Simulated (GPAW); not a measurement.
# AlN (P6_3mc) in GPAW: settings compared, part 2 of 2

GPAW 26.7.0. The steps go on from the part before.

**3. Band structure, LDA**

run.py reads:

```python
from ase.dft.bandgap import bandgap
from ase.io import read, write
from ase.units import GPa
from gpaw import GPAW, PW, setup_paths

setup_paths.insert(0, '.')

atoms = read('AlN.cif')

calc = GPAW(mode=PW(800),
            xc='LDA',
            kpts={'size': (7, 7, 4), 'gamma': True},
            occupations={'name': 'fermi-dirac', 'width': 0.05},
            setups={'Al': 'jth', 'N': 'jth'},
            nbands=-10,
            convergence={'density': 1e-05, 'energy': 1e-05},
            maxiter=150,
            txt='gpaw.txt')
atoms.calc = calc
energy = atoms.get_potential_energy()
forces = atoms.get_forces()
stress = atoms.get_stress()
calc.write('gs.gpw')
write('result.traj', atoms)
print(f'Energy: {energy:.6f} eV')
print('Forces (eV/A):')
print(forces.round(4))
print('Stress (GPa):', (stress / GPa).round(3))
print('Fermi level:', round(calc.get_fermi_level(), 4), 'eV')
print(f'Gap: {bandgap(calc)[0]:.4f} eV, direct: {bandgap(calc, direct=True)[0]:.4f} eV')

path = atoms.cell.bandpath('GMKGALHA,LM,KH', npoints=80, eps=1e-4)
bs_calc = calc.fixed_density(kpts=path, symmetry='off', nbands=-20,
                             convergence={'bands': 'CBM+6.0', 'eigenstates': 1e-6}, txt='bands.txt')
bs = bs_calc.band_structure()
bs.write('bs.json')
print(f'Gap on the path: {bandgap(bs_calc)[0]:.4f} eV')
```

AlN.cif reads:

```cif
data_AlN
_cell_length_a 3.11300000
_cell_length_b 3.11300000
_cell_length_c 4.98100000
_cell_angle_alpha 90.00000000
_cell_angle_beta 90.00000000
_cell_angle_gamma 120.00000000
_space_group_name_H-M_alt 'P6_3mc'
_space_group_name_Hall 'P 6c -2c'
_space_group_IT_number 186
loop_
_space_group_symop_operation_xyz
'x,y,z'
'x-y,x,z+1/2'
'-y,x-y,z'
'-x,-y,z+1/2'
'-x+y,-x,z'
'y,-x+y,z+1/2'
'y,x,z+1/2'
'x,x-y,z'
'x-y,-y,z+1/2'
'-y,-x,z'
'-x,-x+y,z+1/2'
'-x+y,y,z'
loop_
_atom_site_label
_atom_site_type_symbol
_atom_site_symmetry_multiplicity
_atom_site_Wyckoff_symbol
_atom_site_fract_x
_atom_site_fract_y
_atom_site_fract_z
_atom_site_occupancy
Al1 Al 2 b 0.6666666667 0.3333333333 0.5000000000 1
N1 N 2 b 0.6666666667 0.3333333333 0.8800000000 1
```

Potentials or basis: JTH PAW 2.0, LDA, pw.

The run is started by

```console
> OMP_NUM_THREADS=1 python run.py
```

gpaw.txt:

```text
__  _  _
 | _ |_)|_||  |
 |__||  | ||/\| - 26.7.0

Input parameters:
  mode=PW(ecut=800.0),
  convergence={'density': 1e-05, 'energy': 1e-05},
  kpts=MonkhorstPack(size=(7, 7, 4), gamma=True),
  maxiter=150,
  nbands=-10,
  occupations=Occupations(name='fermi-dirac', width=0.05),
  setups={'Al': 'jth', 'N': 'jth'},
  xc=XC(name='LDA')

Diagonalizing LCAO Hamiltonian
Converting LCAO to pw mode

           N

           Al
        N

        Al

Atoms  # Å, Bohr magnetons
|   | symbol |        x |        y |        z |    initial magnetic moments |
|---|--------|----------|----------|----------|-----------------------------|
| 0 |     Al | 1.556500 | 0.898646 | 2.490500 | ( 0.0000,  0.0000,  0.0000) |
| 1 |     Al | 0.000000 | 1.797291 | 0.000000 | ( 0.0000,  0.0000,  0.0000) |
| 2 |      N | 1.556500 | 0.898646 | 4.383280 | ( 0.0000,  0.0000,  0.0000) |
| 3 |      N | 0.000000 | 1.797291 | 1.892780 | ( 0.0000,  0.0000,  0.0000) |

Unit cell  # Å
| periodic |         x |        y |        z |  lengths |     angles |
|----------|-----------|----------|----------|----------|------------|
|      yes |  3.113000 | 0.000000 | 0.000000 | 3.113000 |  90.000000 |
|      yes | -1.556500 | 2.695937 | 0.000000 | 3.113000 |  90.000000 |
|      yes |  0.000000 | 0.000000 | 4.981000 | 4.981000 | 120.000000 |

Number of symmetries: 6
Symmetry operations  # r_c * U_cc + t_c -> r_c
|   | kind |            matrix            |
|---|------|------------------------------|
| 0 |  σ   |  1, 1, 0,  0,-1, 0,  0, 0, 1 |
| 1 |  E   |  1, 0, 0,  0, 1, 0,  0, 0, 1 |
| 2 |  C3  |  0, 1, 0, -1,-1, 0,  0, 0, 1 |
| 3 |  σ   |  0,-1, 0, -1, 0, 0,  0, 0, 1 |
| 4 |  σ   | -1, 0, 0,  1, 1, 0,  0, 0, 1 |
| 5 |  C3  | -1,-1, 0,  1, 0, 0,  0, 0, 1 |

BZ-sampling:
  Number of BZ points: 196
  Number of IBZ points: 28

  Monkhorst-Pack size: [7, 7, 4]
  Monkhorst-Pack shift: [0.0, 0.0, 0.125]

K-points  # in reciprocal-cell coordinates
|     |                                coordinates |     weight |
|-----|--------------------------------------------|------------|
|   0 | (  0.00000000,   0.00000000,   0.00000000) | 0.00510204 |
|   1 | (  0.00000000,   0.00000000,   0.25000000) | 0.01020408 |
|   2 | (  0.00000000,   0.00000000,   0.50000000) | 0.00510204 |
|   3 | (  0.14285714,   0.00000000,  -0.25000000) | 0.03061224 |
|   4 | (  0.14285714,   0.00000000,   0.00000000) | 0.03061224 |
|   5 | (  0.14285714,   0.00000000,   0.25000000) | 0.03061224 |
|   6 | (  0.14285714,   0.00000000,   0.50000000) | 0.03061224 |
|   7 | (  0.28571429,  -0.14285714,   0.00000000) | 0.03061224 |
|   8 | (  0.28571429,  -0.14285714,   0.25000000) | 0.06122449 |
|   9 | (  0.28571429,  -0.14285714,   0.50000000) | 0.03061224 |
| ... |                                            |            |
|  27 | (  0.42857143,   0.42857143,   0.50000000) | 0.03061224 |

Plane wave coefficients: 2177
Cutoff: 800.0 eV

Spin-components: 1 (collinear spins)
Bands:           18
Projectors:      16
Spin-degeneracy: 2
Datatype:        complex128

Parallelization:
  kpt:    1
  domain: 1
  band:   1

Density:
  Valence electrons: 16.0
  Components: 1
  Grid points: [21 21 35]
  Charge: 0.0  # |e|

Potential:
  Grid points: [21 21 35]

species:
  Al:
    name:    Aluminium
    Z:       13.0
    valence: 3
    core:    10
    charge:  0.0  # [|e|]
    compensation charges:
      type: sinc
      rc: 0.85  # [Å]
      lmax: 2
    cutoffs:
      filter: 1.01  # [Å]
      core: 2.44  # [Å]
    projectors
    | kind |    occ | energy [eV] | rcut [Å] |
    |------|--------|-------------|----------|
    |   3s |  2.000 |      -7.830 |    1.007 |
    |    s |        |      40.817 |    1.007 |
    |   3p |  1.000 |      -2.784 |    1.007 |
    |    p |        |      54.423 |    1.007 |

    Using partial waves for Al as LCAO basis

  N:
    name:    Nitrogen
    Z:       7.0
    valence: 5
    core:    2
    charge:  0.0  # [|e|]
    compensation charges:
      type: sinc
      rc: 0.53  # [Å]
      lmax: 2
    cutoffs:
      filter: 0.64  # [Å]
      core: 0.98  # [Å]
    projectors
    | kind |    occ | energy [eV] | rcut [Å] |
    |------|--------|-------------|----------|
    |   2s |  2.000 |     -18.421 |    0.585 |
    |    s |        |      27.211 |    0.585 |
    |   2p |  3.000 |      -7.239 |    0.638 |
    |    p |        |      29.933 |    0.585 |

    Using partial waves for N as LCAO basis

Reference energy: -16099.377696  # eV

eigensolver:
  PPCG
  Converge bands: occupied
  niter=2

density mixing:
  MSR1-Mixer
  Pratt-step length: 0.05
  Maximum mixing coefficient: 0.75
  Old densities: 10
  SVD Regularization: 0.005
  Good broyden scale: 1.0
  Trust region scale: 1.0
  Backstep threshold: 4.0
  History deletion threshold: 6.0
  Fourier metric: weight=20.0, sigma=0.015

occupation numbers:
  Fermi-Dirac:
    width: 0.0500  # eV

poisson solver:
  ecut: 6400.0  # eV

xc functional:
  name: None

convergence criteria:
- Maximum integral of absolute [dens]ity change: 1e-05 electrons / valence electron
- Maximum [total energy] change in last 3 cyles: 1e-05 eV / valence electron
- Maximum integral of absolute [eigenst]ate change: 4e-08 eV^2 / valence electron
maximum number of iterations: 150

SCF iterations
|iter     | |      energy | eigst |  dens |
|---------|-|-------------|-------|-------|
|iter:   1| |  -37.127858 | +0.12 |       |
|iter:   2| |  -36.082964 | -1.59 | -0.56 |
|iter:   3| |  -32.937453 | -0.58 | -0.61 |
|iter:   4| |  -32.907334 | -2.68 | -1.25 |
|iter:   5| |  -32.899303 | -3.27 | -1.56 |
|iter:   6| |  -32.899316 | -5.63 | -2.79 |
|iter:   7| |  -32.899319c| -6.66 | -3.19 |
|iter:   8| |  -32.899318c| -7.98c| -4.51 |
|iter:   9| |  -32.899318c| -8.19c| -4.91 |
|iter:  10| |  -32.899318c| -8.96c| -5.26c|

Converged in 10 steps
Energy contributions relative to reference atoms: (reference = -16099.377696)

Energy contributions:
  Kinetic:          30.948458
  Coulomb:         -26.331939
  Zero:             -0.627256
  External:          0.000000
  Xc:              -36.888581
  Entropy:          -0.000000
  Spinorbit:         0.000000
  ----------------------------
  Free energy:     -32.899318
  Extrapolated:    -32.899318

dipole moment: (0.000049, 0.000086, -7.584110)  # |e|*Ang

Fermi level: 6.451
Eigenvalues  # (at kpt = [0.000, 0.000, 0.000])
| band index |      eig [eV] | occ [0-2] |
|------------|---------------|-----------|
|          0 |        -9.508 |     2.000 |
|          1 |        -7.287 |     2.000 |
|          2 |        -0.527 |     2.000 |
|          3 |         4.670 |     2.000 |
|          4 |         4.670 |     2.000 |
|          5 |         5.332 |     2.000 |
[... 8 lines left out ...]
|         14 |        18.441 |     0.000 |
|         15 |        18.441 |     0.000 |
|        ... |               |           |
|         17 |        20.145 |     0.000 |

Gap: 4.233 eV
Transition (v -> c):
  (s=0, k=0, n=7, [0.00, 0.00, 0.00]) -> (s=0, k=0, n=8, [0.00, 0.00, 0.00])
No difference between direct/indirect transitions

Forces  # eV/Ang
|        x |        y |        z |
|----------|----------|----------|
|  0.00000 | -0.00000 | -0.11508 |  # Al   0
| -0.00000 |  0.00000 | -0.11501 |  # Al   1
|  0.00000 |  0.00000 |  0.11509 |  # N    2
|  0.00000 | -0.00000 |  0.11500 |  # N    3

Stress tensor  # eV/Ang^3
|         x |         y |        z |
|-----------|-----------|----------|
|  0.036079 | -0.000000 | 0.000000 |
| -0.000000 |  0.036079 | 0.000000 |
|  0.000000 |  0.000000 | 0.025025 |

# Writing to gs.gpw (mode='')
```

Run time: 55 s. Hardware: 1 thread of Arm Neoverse V2, shared host; peak memory 0.3 GiB.

What came out:

| Property | Result |
| --- | --- |
| Free energy | -32.8993 eV |
| Pressure | -5.2 GPa |
| Largest force | 0.115 eV/Å |
| Band gap on the k mesh | 4.23 eV, direct |
| Band gap along the path | 4.23 eV, direct |

Forces on the atoms (eV/Å):
```
Al   0.000  0.000 -0.115
Al   0.000  0.000 -0.115
N    0.000  0.000  0.115
N    0.000  0.000  0.115
```

Stress tensor (GPa, compression positive):
```
-5.78  0.00  0.00
 0.00 -5.78  0.00
 0.00  0.00 -4.01
```

Levels at the corners of the path, in eV from the valence-band top:
```tsv
point	band 5	band 6	band 7	band 8	band 9	band 10	band 11	band 12
Γ	-0.84	-0.18	-0.18	0.00	4.23	6.53	10.48	10.95
M	-3.37	-2.09	-1.80	-0.67	5.67	5.70	8.09	10.17
K	-3.80	-2.44	-2.41	-2.41	4.92	8.25	9.57	9.57
Γ	-0.84	-0.18	-0.18	0.00	4.23	6.53	10.48	10.95
A	-0.52	-0.52	-0.52	-0.52	6.41	6.41	10.15	10.15
L	-1.45	-1.45	-1.36	-1.36	5.21	5.21	9.10	9.10
H	-3.88	-3.88	-0.79	-0.79	7.31	7.31	7.73	7.73
A	-0.52	-0.52	-0.52	-0.52	6.41	6.41	10.15	10.15
L	-1.45	-1.45	-1.36	-1.36	5.21	5.21	9.10	9.10
M	-3.37	-2.09	-1.80	-0.67	5.67	5.70	8.09	10.17
K	-3.80	-2.44	-2.41	-2.41	4.92	8.25	9.57	9.57
H	-3.88	-3.88	-0.79	-0.79	7.31	7.31	7.73	7.73
```

Caveat: the program truncates these outside data sets.

**4. Band structure, optPBE-vdW**

run.py reads:

```python
from ase.dft.bandgap import bandgap
from ase.io import read, write
from gpaw import GPAW, PW

atoms = read('AlN.xyz')

calc = GPAW(mode=PW(800),
            xc={'name': 'optPBE-vdW', 'backend': 'libvdwxc'},
            kpts={'size': (7, 7, 4), 'gamma': True},
            occupations={'name': 'fermi-dirac', 'width': 0.05},
            nbands=18,
            convergence={'density': 1e-05, 'energy': 1e-05},
            maxiter=150,
            txt='gpaw.txt')
atoms.calc = calc
energy = atoms.get_potential_energy()
forces = atoms.get_forces()
calc.write('gs.gpw')
write('result.traj', atoms)
print(f'Energy: {energy:.6f} eV')
print('Forces (eV/A):')
print(forces.round(4))
print('Fermi level:', round(calc.get_fermi_level(), 4), 'eV')
print(f'Gap: {bandgap(calc)[0]:.4f} eV, direct: {bandgap(calc, direct=True)[0]:.4f} eV')

path = atoms.cell.bandpath('GMKGALHA,LM,KH', npoints=60, eps=1e-4)
bs_calc = calc.fixed_density(kpts=path, symmetry='off', nbands=29,
                             convergence={'bands': 'CBM+6.0', 'eigenstates': 1e-6}, txt='bands.txt')
bs = bs_calc.band_structure()
bs.write('bs.json')
print(f'Gap on the path: {bandgap(bs_calc)[0]:.4f} eV')
```

AlN.xyz reads:

```xyz
4
Lattice="3.1130000000 0.0000000000 0.0000000000 -1.5565000000 2.6959370820 0.0000000000 0.0000000000 0.0000000000 4.9810000000" Properties=species:S:1:pos:R:3 pbc="T T T"
Al     1.5565000002      0.8986456939      2.4905000000
Al    -0.0000000002      1.7972913881      0.0000000000
N      1.5565000002      0.8986456939      4.3832800000
N     -0.0000000002      1.7972913881      1.8927800000
```

Potentials or basis: GPAW PAW data sets (gpaw-data 1.2.1), pw.

The run is started by

```console
> OMP_NUM_THREADS=1 python run.py
```

Run time: 47 s. Hardware: 1 thread of Arm Neoverse V2, shared host; peak memory 0.31 GiB.

The run converged. Its results:

```
Free energy             : -51.5010 eV
Largest force           : 0.129 eV/Å
Band gap on the k mesh  : 4.45 eV, direct
Band gap along the path : 4.45 eV, direct
```

Forces on the atoms (eV/Å):
```
Al   0.000  0.000 -0.128
Al   0.000  0.000 -0.128
N    0.000  0.000  0.129
N    0.000  0.000  0.128
```

Levels at the corners of the path, in eV from the valence-band top:
```csv
point,band 5,band 6,band 7,band 8,band 9,band 10,band 11,band 12
Γ,-0.82,-0.18,-0.18,0.00,4.45,6.85,10.77,11.28
M,-3.28,-2.04,-1.73,-0.65,5.98,6.01,8.38,10.46
K,-3.70,-2.39,-2.33,-2.33,5.26,8.52,9.86,9.86
Γ,-0.82,-0.18,-0.18,0.00,4.45,6.85,10.77,11.28
A,-0.51,-0.51,-0.51,-0.51,6.65,6.65,10.51,10.51
L,-1.42,-1.42,-1.33,-1.33,5.51,5.51,9.46,9.46
H,-3.77,-3.77,-0.77,-0.77,7.60,7.60,8.04,8.04
A,-0.51,-0.51,-0.51,-0.51,6.65,6.65,10.51,10.51
L,-1.42,-1.42,-1.33,-1.33,5.51,5.51,9.46,9.46
M,-3.28,-2.04,-1.73,-0.65,5.98,6.01,8.38,10.46
K,-3.70,-2.39,-2.33,-2.33,5.26,8.52,9.86,9.86
H,-3.77,-3.77,-0.77,-0.77,7.60,7.60,8.04,8.04
```

Caveat: the PAW data sets were made with another functional, which shifts forces and pressure a little.

**5. Overview**

| level | potentials or basis | cutoff (eV) | band points | data set | gap on the mesh (eV) | pressure (GPa) | largest force (eV/Å) |
| --- | --- | --- | --- | --- | --- | --- | --- |
| PBE | SG15 ONCV 1.2, pw | 1100 | 80 | - | 4.23 | 3.1 | 0.13 |
| LDA | JTH PAW 2.0, LDA, pw | 800 | 80 | Al jth, N jth | 4.23 | -5.2 | 0.12 |
| optPBE-vdW | GPAW PAW data sets (gpaw-data 1.2.1), pw | 800 | 60 | - | 4.45 | - | 0.13 |

Alike in all rows: task band structure; no spin polarisation; cell as given; k mesh 7 × 7 × 4; smearing fermi-dirac 0.05 eV.

Caveats: the program truncates these outside data sets (some runs); the PAW data sets were made with another functional, which shifts forces and pressure a little (some runs).

Absolute energies hang on the potentials; compare differences alone.

**6. How close it comes**

Step 2. A measured gap of AlN is 6.034 eV (an exciton energy, a little under the gap; 10 K; quoted in “Self-assembly of well-separated AlN nanowires directly on sputtered metallic TiN films”, 2019, arxiv:1910.07391); the calculated 4.23 eV misses it by -1.80 eV. 2 values of this kind are on record (6.034 to 6.0343 eV); this one was drawn at random. The value is that of PBE, without temperature or zero-point motion. Semilocal functionals fall short of measured gaps as a rule.

Step 3. Against the measured gap of AlN, 6.0343 eV (an exciton energy, a little under the gap; 0 K; quoted in “Structural and optical properties of self-assembled AlN nanowires grown on SiO2/Si substrates by molecular beam epitaxy”, 2024, arxiv:2402.00216), the calculated 4.23 eV is off by -1.80 eV. 2 values of this kind are on record (6.034 to 6.0343 eV); this one was drawn at random. The value is that of LDA, without temperature or zero-point motion. Semilocal functionals fall short of measured gaps as a rule.

Step 4. A measured gap of AlN is 6.0343 eV (an exciton energy, a little under the gap; 0 K; quoted in “Structural and optical properties of self-assembled AlN nanowires grown on SiO2/Si substrates by molecular beam epitaxy”, 2024, arxiv:2402.00216); the calculated 4.45 eV misses it by -1.58 eV. 2 values of this kind are on record (6.034 to 6.0343 eV); this one was drawn at random. The value is that of optPBE-vdW, without temperature or zero-point motion.
